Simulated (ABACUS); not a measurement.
# SiO2 (I-42d) in ABACUS: reference runs

Aim: a first look at SiO2 with PBE, on the cell as given and on a disturbed one.

All numbers are computed with ABACUS 3.10.1; they aren't measurements. Logs are shortened: lines on timing, memory, paths and dates and some standing lists are left out, and cuts for length are marked.

### Step 1. The structure

It takes space group I-42d (No. 122, tetragonal). The conventional cell has a = 4.955 Å, b = 4.955 Å, c = 7.311 Å, α = 90.00°, β = 90.00°, γ = 90.00°. Si (site symmetry -4) is surrounded by 4 O at 1.61 Å. O (site symmetry 2) has 2 Si at 1.61 Å as nearest neighbours.

The cell comes from a database or a generator and needn't be the stable form of this composition.

### Step 2. Single point, PBE

The input, INPUT:

```
INPUT_PARAMETERS
suffix              SiO2
calculation         scf
basis_type          pw
pseudo_dir          ./
symmetry            1
dft_functional      pbe
ecutwfc             84
pseudo_rcut         10
nspin               1
nbands              20
ks_solver           dav
smearing_method     fd
smearing_sigma      0.00367493
scf_thr             1e-08
scf_nmax            100
mixing_type         broyden
mixing_beta         0.7
cal_force           1
cal_stress          1
kpar                4
```

The input, STRU:

```
ATOMIC_SPECIES
Si 28.0850 Si.upf
O 15.9990 O.upf

LATTICE_CONSTANT
1.8897261246

LATTICE_VECTORS
-2.4772904627 2.4772904627 3.6556712422
2.4772904627 -2.4772904627 3.6556712422
2.4772904627 2.4772904627 -3.6556712422

ATOMIC_POSITIONS
Direct

Si
0.0
2
0.7500000000 0.2500000000 0.5000000000 1 1 1
0.0000000000 0.0000000000 0.0000000000 1 1 1

O
0.0
4
0.8750000000 0.0282138700 0.6532138700 1 1 1
0.7782138700 0.1250000000 0.1532138700 1 1 1
0.9717861300 0.6250000000 0.8467861300 1 1 1
0.3750000000 0.2217861300 0.3467861300 1 1 1
```

The input, KPT:

```
K_POINTS
0
Gamma
8 8 8 0 0 0
```

Potentials or basis: PseudoDojo NC SR 0.4.1 PBE standard, plane waves.

The run is started by

```
$ OMP_NUM_THREADS=1 mpirun -np 4 abacus > log
```

running log:

```text
ABACUS v3.10.1

               Atomic-orbital Based Ab-initio Computation at UStc

 ------------------------------------------------------------------------------------

 READING GENERAL INFORMATION
                           global_out_dir = OUT.SiO2/
                           global_in_card = INPUT
                               pseudo_dir = ./
                              orbital_dir =
                                    DSIZE = 4
                                    GSIZE = 1

 READING UNITCELL INFORMATION
                                    ntype = 2
                  lattice constant (Bohr) = 1.88973
              lattice constant (Angstrom) = 1

 READING ATOM TYPE 1
                               atom label = Si
                      L=0, number of zeta = 1
                      L=1, number of zeta = 1
                      L=2, number of zeta = 1
             number of atom for this type = 2

 READING ATOM TYPE 2
                               atom label = O
                      L=0, number of zeta = 1
                      L=1, number of zeta = 1
                      L=2, number of zeta = 1
             number of atom for this type = 4

                        TOTAL ATOM NUMBER = 6
DIRECT COORDINATES
    atom                   x                   y                   z     mag                  vx                  vy                  vz
taud_Si1            0.7500000000        0.2500000000        0.5000000000  0.0000        0.0000000000        0.0000000000        0.0000000000
taud_Si2            0.0000000000        0.0000000000        0.0000000000  0.0000        0.0000000000        0.0000000000        0.0000000000
taud_O1            0.8750000000        0.0282138700        0.6532138700  0.0000        0.0000000000        0.0000000000        0.0000000000
taud_O2            0.7782138700        0.1250000000        0.1532138700  0.0000        0.0000000000        0.0000000000        0.0000000000
taud_O3            0.9717861300        0.6250000000        0.8467861300  0.0000        0.0000000000        0.0000000000        0.0000000000
taud_O4            0.3750000000        0.2217861300        0.3467861300  0.0000        0.0000000000        0.0000000000        0.0000000000

                          Volume (Bohr^3) = 605.588
                             Volume (A^3) = 89.7388

 Lattice vectors: (Cartesian coordinate: in unit of a_0)
             -2.47729            +2.47729            +3.65567
             +2.47729            -2.47729            +3.65567
             +2.47729            +2.47729            -3.65567
 Reciprocal vectors: (Cartesian coordinate: in unit of 2 pi/a_0)
                   +0           +0.201833           +0.136774
            +0.201833                  +0           +0.136774
            +0.201833           +0.201833                  +0
 The esolver type has been set to : ksdft_pw

                PAO radial cut off (Bohr) = 10

 Read in pseudopotential file is Si.upf
                     pseudopotential type = NC
          exchange-correlation functional = PBE
                 nonlocal core correction = 1
                        valence electrons = 4
                                     lmax = 2
                           number of zeta = 2
                     number of projectors = 6
                           L of projector = 0
[... 5 lines left out ...]
                PAO radial cut off (Bohr) = 10

 Read in pseudopotential file is O.upf
                     pseudopotential type = NC
          exchange-correlation functional = PBE
                 nonlocal core correction = 1
                        valence electrons = 6
                                     lmax = 2
                           number of zeta = 2
                     number of projectors = 5
                           L of projector = 0
                           L of projector = 0
                           L of projector = 1
                           L of projector = 1
                           L of projector = 2
     initial pseudo atomic orbital number = 24

 SETUP THE ELECTRONS NUMBER
            electron number of element Si = 4
      total electron number of element Si = 8
             electron number of element O = 6
       total electron number of element O = 24
            AUTOSET number of electrons:  = 32
                           occupied bands = 16
                                   NBANDS = 20
                                   NLOCAL = 54

 SETUP THE PLANE WAVE BASIS
 energy cutoff for charge/potential (unit:Ry) = 336
            fft grid for charge/potential = [ 60, 60, 60 ]
                        fft grid division = [ 1, 1, 1 ]
        big fft grid for charge/potential = [ 60, 60, 60 ]
                                     nbxx = 216000
                                     nrxx = 216000

 SETUP PLANE WAVES FOR CHARGE/POTENTIAL
                    number of plane waves = 63001
                         number of sticks = 2443

 PARALLEL PW FOR CHARGE/POTENTIAL
     PROC   COLUMNS(POT)             PW
        1           2443          63001
 --------------- sum -------------------
        1           2443          63001
                            number of |g| = 3597
[... 54 lines left out ...]
               POINT GROUP IN SPACE GROUP = D_2d

 SETUP K-POINTS
                                    nspin = 1
                   Input type of k points = Monkhorst-Pack(Gamma)
                                   nkstot = 512
                       right hand lattice = 1
(for reciprocal lattice: )
                             BRAVAIS TYPE = 6
                     BRAVAIS LATTICE NAME = 06. Tetrogonal I (body-centered)
                                    ibrav = 6
                       right hand lattice = 1
(for k-lattice: )
                             BRAVAIS TYPE = 6
                     BRAVAIS LATTICE NAME = 06. Tetrogonal I (body-centered)
                                    ibrav = 6
                       right hand lattice = 1
                        ROTATION MATRICES = 16
                               nkstot_ibz = 59
K-POINTS REDUCTION ACCORDING TO SYMMETRY
     IBZ    DIRECT_X    DIRECT_Y    DIRECT_Z  WEIGHT  ibz2bz
       1  0.00000000  0.00000000  0.00000000  0.0020       0
       2 -0.12500000  0.00000000  0.12500000  0.0156       1
       3 -0.25000000  0.00000000  0.25000000  0.0156       2
       4 -0.37500000  0.00000000  0.37500000  0.0156       3
       5  0.50000000  0.00000000  0.50000000  0.0078       4
       6 -0.12500000 -0.12500000  0.25000000  0.0156       9
[... 22 lines left out ...]
      29 -0.25000000  0.25000000  0.12500000  0.0156      86
      30 -0.25000000  0.12500000  0.25000000  0.0156      87
[... 29 further k points ...]

                               nkstot now = 59
[... K-POINTS DIRECT COORDINATES: 59 rows ...]

           k-point number in this process = 15
       minimum distributed K point number = 14
[... stars of the k points ...]

[... K-POINTS CARTESIAN COORDINATES: 15 rows ...]

[... K-POINTS DIRECT COORDINATES: 15 rows ...]

 SETUP PLANE WAVES FOR WAVE FUNCTIONS
     energy cutoff for wavefunc (unit:Ry) = 84
              fft grid for wave functions = [ 60, 60, 60 ]
                    number of plane waves = 10057
                         number of sticks = 721

 PARALLEL PW FOR WAVE FUNCTIONS
     PROC   COLUMNS(POT)             PW
        1            721          10057
 --------------- sum -------------------
        1            721          10057

 SETUP NONLOCAL PSEUDOPOTENTIALS IN PLANE WAVE BASIS
 Si non-local projectors:
 projector 1 L=0
 projector 2 L=0
 projector 3 L=1
 projector 4 L=1
 projector 5 L=2
 projector 6 L=2
 O non-local projectors:
 projector 1 L=0
 projector 2 L=0
 projector 3 L=1
 projector 4 L=1
 projector 5 L=2
      TOTAL NUMBER OF NONLOCAL PROJECTORS = 88

 Init Non-Local PseudoPotential table :
 Init Non-Local-Pseudopotential done.

                                     npwx = 7876

 Make real space PAO into reciprocal space.
       max mesh points in Pseudopotential = 1001
     dq(describe PAO in reciprocal space) = 0.01
                                    max q = 1104

 number of pseudo atomic orbitals for Si is 2
WARNING: norm of atomic wavefunction # 2 of atomic type Si is 0.999847, renormalized

 number of pseudo atomic orbitals for O is 2

 -------------------------------------------
 SELF-CONSISTENT
 -------------------------------------------
                                 init_chg = atomic

 PW ALGORITHM --------------- ION=   1  ELEC=   1--------------------------------

 Density error is 1.46481295891
                          Error Threshold = 0.01
----------------------------------------------------------
     Energy           Rydberg                 eV
----------------------------------------------------------
 E_KohnSham     -149.3064923452      -2031.4190442880
 E_Harris       -137.5583363623      -1871.5771819273
 E_Fermi        0.1918181547         2.6098198837
----------------------------------------------------------
[... 75 lines left out ...]
 Density error is 8.47307935127e-09
                          Error Threshold = 1.42702723008e-09
----------------------------------------------------------
     Energy           Rydberg                 eV
----------------------------------------------------------
 E_KohnSham     -149.8166793204      -2038.3604941961
 E_KS(sigma->0) -149.8166793204      -2038.3604941961
 E_Harris       -149.8157584470      -2038.3479650713
 E_band         -13.8709513520       -188.7239750677
 E_one_elec     -96.0152439116       -1306.3544120582
 E_Hartree      63.5473360997        864.6058636771
 E_xc           -40.4686687704       -550.6044857526
 E_Ewald        -76.8801027380       -1046.0074600625
 E_entropy(-TS) 0.0000000000         0.0000000000
 E_descf        0.0000000000         0.0000000000
 E_exx          0.0000000000         0.0000000000
 E_Fermi        0.2976884647         4.0502593488
----------------------------------------------------------

 charge density convergence is achieved
 final etot is -2038.3604942 eV
 EFERMI = 4.0502593488 eV

 STATE ENERGY(eV) AND OCCUPATIONS    NSPIN == 1
 1/15 kpoint (Cartesian) = 0.0000 0.0000 0.0000 (7849 pws)
       1       -18.3601     0.00390625
       2       -16.2803     0.00390625
       3       -16.2803     0.00390625
       4       -16.2209     0.00390625
       5       -8.43429     0.00390625
       6       -4.74675     0.00390625
[... 122 lines left out ...]
      19        10.8960    1.08106e-61
      20        11.2798    5.01352e-65

[... levels at 9 further k points ...]

------------------------------------------------------------------------------------------
 TOTAL-FORCE (eV/Angstrom)
------------------------------------------------------------------------------------------
                       Si1         0.0000000000         0.0000000000         0.0000000000
                       Si2         0.0000000000         0.0000000000         0.0000000000
                        O1        -0.2290610758         0.0000000000         0.0000000000
                        O2         0.0000000000        -0.2290610758         0.0000000000
                        O3         0.0000000000         0.2290610758         0.0000000000
                        O4         0.2290610758         0.0000000000         0.0000000000
------------------------------------------------------------------------------------------

----------------------------------------------------------------
 TOTAL-STRESS (KBAR)
----------------------------------------------------------------
        39.6627409960        -0.0000000000        -0.0000000000
        -0.0000000000        39.6627409960         0.0000000000
        -0.0000000000        -0.0000000000        38.7481654602
----------------------------------------------------------------
 TOTAL-PRESSURE: 39.357882 KBAR

 --------------------------------------------
 !FINAL_ETOT_IS -2038.3604941961114037 eV
 --------------------------------------------
```

Wall time 31 s (4 MPI ranks of AMD EPYC 9R45 (Zen 5), shared host); peak memory 0.72 GiB.

Results:

```
Free energy            : -2038.3605 eV
Pressure               : 3.9 GPa
Largest force          : 0.229 eV/Å
Band gap on the k mesh : 5.96 eV, direct
```

Forces in eV/Å, atoms in the order of the input:
```
Si   0.000  0.000  0.000
Si   0.000  0.000  0.000
O   -0.229  0.000  0.000
O    0.000 -0.229  0.000
O    0.000  0.229  0.000
O    0.229  0.000  0.000
```

Levels at points of the mesh, in eV from the valence-band top:
```tsv
k point	band 13	band 14	band 15	band 16
(0.00, 0.00, 0.00)	-1.55	-0.69	0.00	0.00
(0.50, 0.00, 0.50)	-1.49	-0.79	-0.49	-0.14
(0.50, 0.50, 0.00)	-0.97	-0.97	-0.34	-0.34
(0.50, 0.50, 0.50)	-1.47	-1.47	-0.32	-0.32
```

Caveat: there are fewer bands than atomic start orbitals, so a level may be missed at k points of high symmetry. PBE gaps usually lie below the measured ones, often by a third to a half.

### Step 3. Single point, PBE (atoms moved at random, drawn with an rms of 0.05 Å)

Edit INPUT of step 2 so:

```diff
@@ -20,2 +20,4 @@
 cal_stress          1
-kpar                4
+out_chg             1
+out_pot             2
+out_elf             1
```

The input, STRU:

```
ATOMIC_SPECIES
Si 28.0850 Si.upf
O 15.9990 O.upf

LATTICE_CONSTANT
1.8897261246

LATTICE_VECTORS
-2.4772904627 2.4772904627 3.6556712422
2.4772904627 -2.4772904627 3.6556712422
2.4772904627 2.4772904627 -3.6556712422

ATOMIC_POSITIONS
Direct

Si
0.0
2
0.7461770000 0.2499160000 0.5036380000 1 1 1
0.0052360000 -0.0048680000 0.0094390000 1 1 1

O
0.0
4
0.8746950000 0.0353630000 0.6569430000 1 1 1
0.7856630000 0.1332840000 0.1677080000 1 1 1
0.9672070000 0.6150540000 0.8369230000 1 1 1
0.3820670000 0.2242900000 0.3523730000 1 1 1
```

KPT is that of step 2.

Potentials or basis: PseudoDojo NC SR 0.4.1 PBE standard, plane waves.

The run is started by

```
$ OMP_NUM_THREADS=1 mpirun -np 4 abacus > log
```

Run time: 2.8 min. Hardware: 4 MPI ranks of AMD EPYC 9R45 (Zen 5), shared host; peak memory 1.1 GiB.

The run converged. Its results:

| Item | Value |
| --- | --- |
| Free energy | -2038.1539 eV |
| Pressure | 5.9 GPa |
| Largest force | 2.750 eV/Å |
| Band gap on the k mesh | 5.89 eV, direct |

Forces in eV/Å, atoms in the order of the input:
```
Si  -1.223  0.616  0.560
Si   0.184 -1.472  0.782
O   -0.276  2.155 -1.686
O   -1.131 -0.214  0.479
O    1.993  0.677  1.310
O    0.453 -1.761 -1.445
```

Stress tensor (GPa, compression positive):
```
 6.01 -0.93  1.93
-0.93  5.88  3.06
 1.93  3.06  5.72
```

Levels at points of the mesh, in eV from the valence-band top:
```
           k point  band 13  band 14  band 15  band 16
(0.00, 0.00, 0.00)    -1.65    -0.68    -0.04     0.00
(0.50, 0.00, 0.00)    -1.73    -0.78    -0.40    -0.11
(0.00, 0.50, 0.00)    -1.73    -0.83    -0.45    -0.11
(0.50, 0.50, 0.00)    -1.22    -0.93    -0.56    -0.23
(0.00, 0.00, 0.50)    -1.17    -0.92    -0.44    -0.32
(0.50, 0.00, 0.50)    -1.46    -0.93    -0.62    -0.17
(0.00, 0.50, 0.50)    -1.38    -0.95    -0.67    -0.22
(0.50, 0.50, 0.50)    -1.56    -1.38    -0.39    -0.36
```

Caveat: there are fewer bands than atomic start orbitals, so a level may be missed at k points of high symmetry.
